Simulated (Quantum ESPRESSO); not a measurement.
# AlAu in Quantum ESPRESSO: the effect of Hubbard term

The system is AlAu.

```xyz
2
Lattice="3.2239 0.0000 0.0000 0.0000 3.2239 0.0000 0.0000 0.0000 3.2239" Properties=species:S:1:pos:R:3 pbc="T T T"
Au    1.6120    1.6120    1.6120
Al    0.0000    0.0000    0.0000
```

The cell comes from a database or a generator and needn't be the stable form of this composition.

Alike in all runs:

```yaml
Program: Quantum ESPRESSO 7.5
Task: Hubbard U by linear response
Functional: PBEsol
Potentials_or_basis: GBRV 1.5 PBEsol
Cutoff: 612 eV
Density_cutoff: 4898 eV
k_mesh: 6 × 6 × 6
Occupations: cold, width 0.2 eV
Spin: no spin polarisation
Start_of_the_occupations: default
Hubbard_projectors: ortho-atomic
Mixing_beta: 0.3
Most_SCF_iterations: 120
SCF_threshold: 4e-10 Ry
q_mesh: 3 × 3 × 3
```

| Hubbard term | pressure (GPa) |
| --- | --- |
| Au d U = 0.0001 eV | -5.6 |
| Au d U = 2.0 eV | -4.6 |
| Au d U = 4.0 eV | ? |
| Au d U = 6.0 eV | -2.4 |
| Au d U = 8.0 eV | -1.1 |

**Question.** What does the run with Hubbard term Au d U = 4.0 eV give?

**Answer.** Pressure -3.5 GPa.

Worked out: A straight line through the other rows of the pressure, of slope 0.56 GPa per eV, gives -3.4 GPa, against the run's -3.5.

Caveats: U without spin polarisation on a metal has little footing; the U is typed as a test and isn't derived for this compound.

Runs at the PBE level aren't shown here.
